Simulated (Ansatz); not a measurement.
TiO2: changing the dispersion correction

The cell as given:

```cif
data_structure
_symmetry_space_group_name_H-M 'P4_2/mnm'
_symmetry_Int_Tables_number 136
_cell_length_a 4.5998
_cell_length_b 4.5998
_cell_length_c 2.9592
_cell_angle_alpha 90.000
_cell_angle_beta 90.000
_cell_angle_gamma 90.000
_cell_volume 62.61
loop_
_atom_site_label
_atom_site_type_symbol
_atom_site_symmetry_multiplicity
_atom_site_Wyckoff_symbol
_atom_site_fract_x
_atom_site_fract_y
_atom_site_fract_z
_atom_site_occupancy
Ti1 Ti 2 b 0.00000 0.00000 0.50000 1
O1 O 4 g 0.30432 0.30432 0.50000 1
```

Kept alike: task relaxation of cell and atoms; functional PBEsol; k mesh 6 × 6 × 9; occupations fermi-dirac, width 0.05 eV; no spin polarisation. Program: Ansatz, Ansatz PAW, cutoff 420 eV. The mesh is that of the run's cell of 6 atoms. No spin-orbit coupling.

```csv
dispersion correction,volume (Å³/atom),first edge of the run's cell (Å),third edge of the run's cell (Å)
D3(BJ),10.174,4.564,2.930
D3(BJ)-ATM,10.200,4.569,2.932
D4,10.222,4.572,2.934
none,10.326,4.591,2.939
```

The relaxations keep at least the cell's symmetry (P4_2/mnm). Relaxations stop with a little pressure left, so the last digits of a volume or edge aren't settled. Ansatz's relaxations hold a Pulay term in the stress (up to 0.8 GPa here). All rows use potentials made for PBE.

Question: What does the dispersion correction change here?

Answer: The volume runs from 10.174 (D3(BJ)) to 10.326 Å³/atom (none). Against no correction: D3(BJ) -1.5 %; D3(BJ)-ATM -1.2 %; D4 -1.0 %. Dispersion terms mostly attract and so lower the volume; the schemes' coefficients and damping set how far. The first edge of the run's cell runs from 4.564 (D3(BJ)) to 4.591 Å (none). The third edge of the run's cell runs from 2.930 (D3(BJ)) to 2.939 Å (none).
